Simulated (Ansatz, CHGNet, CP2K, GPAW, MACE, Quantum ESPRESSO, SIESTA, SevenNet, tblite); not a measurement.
# What went wrong? SIESTA on the unslipped end of a generalised stacking fault on (111) (glide set) of a GaP-AlP solid solution (72 atoms)

Program: SIESTA 5.4.2, a calculation on a cell of 18 Al, 36 P and 18 Ga, 20.5 Å³ an atom.

The input, input.fdf:

```
SystemLabel cell
NumberOfAtoms 72
NumberOfSpecies 3
%block ChemicalSpeciesLabel
  1 13 Al
  2 15 P
  3 31 Ga
%endblock ChemicalSpeciesLabel
LatticeConstant 1.0 Ang
%block LatticeVectors
  6.68331 0.00000 0.00000
  0.00000 11.57583 0.00000
  0.00000 0.00000 19.10326
%endblock LatticeVectors
PAO.BasisSize QZ3P
PAO.EnergyShift 0.01 Ry
XC.Functional GGA
XC.Authors PBE
MeshCutoff 300 Ry
%block kgrid_Monkhorst_Pack
  1 0 0 0.0
  0 1 0 0.0
  0 0 1 0.0
%endblock kgrid_Monkhorst_Pack
SolutionMethod diagon
OccupationFunction FD
ElectronicTemperature 580 K
SCF.Mixer.Method Pulay
SCF.Mixer.Weight 0.05
SCF.Mixer.History 8
SCF.Mix Hamiltonian
MaxSCFIterations 60
SCF.DM.Tolerance 1e-04
SCF.H.Tolerance 1.0e-3 eV
WriteForces T
Write.HirshfeldPop T
Write.VoronoiPop T
Write.DM F
Write.H F
XML.Write F
AtomicCoordinatesFormat Fractional
%block AtomicCoordinatesAndAtomicSpecies
  0.48955 0.16623 0.02020 1
  0.50643 0.16695 0.14473 2
  0.82810 0.16605 0.18841 3
  0.83594 0.16879 0.30927 2
  0.00708 0.00107 0.01939 3
  0.99327 0.00040 0.14457 2
  0.33150 0.99853 0.18538 1
  0.33021 0.99790 0.30883 2
  0.66302 0.00387 0.35082 3
  0.66483 0.99435 0.47481 2
[... 58 atom lines left out ...]
  0.16547 0.49851 0.84707 3
  0.16550 0.49814 0.97311 2
  0.16214 0.83411 0.84429 1
  0.16420 0.83057 0.96928 2
%endblock AtomicCoordinatesAndAtomicSpecies
```

Command:

```sh
OMP_NUM_THREADS=1 mpirun -np 2 siesta < input.fdf > output.txt
```

Log:

```text
Version         : 5.4.2
reinit: System Name:
reinit: System Label: cell
initatom: Reading input for the pseudopotentials and atomic orbitals ----------
Species number:   1 Atomic number:   13 Label: Al
Species number:   2 Atomic number:   15 Label: P
Species number:   3 Atomic number:   31 Label: Ga
size_name: Incorrect basis-size option specified, active options are:
  SZ or MINIMAL
  SZP, SZSP, SZ1P, SZP1
  DZ
  DZP, DZSP, DZP1, DZ1P or STANDARD
  DZDP, DZP2, DZ2P
  TZ
  TZP, TZSP, TZP1, TZ1P
  TZDP, TZP2, TZ2P
  TZTP, TZP3, TZ3P
stopping program
stopping program
Stopping Program from Node:    0
Stopping Program from Node:    0
```

Wall time 0.51 s (2 MPI ranks of Arm Neoverse V1, shared host); peak memory 0.24 GiB.

Banners, paths, timers and routine set-up lines are dropped from the logs unmarked, and long logs keep their key lines alone; longer cuts are marked.

Q: Find the fault and mend it.

An unknown basis size: basis QZ3P. The sound run has basis DZP.

The program stopped at the start.

[Also dropped from logs without a mark: logging warnings of Python, and SIESTA's first energy breakdown and zero terms.]

[Logs are printed without paths, hosts, clocks, repeated set-up lines and the standing remarks that a program may print on its own settings, such as how far it seeks lower states.]

[Hosts, paths, dates, database ids (printed as entryN), source tags and the programs' standing remarks are cut or masked in the printed files.]
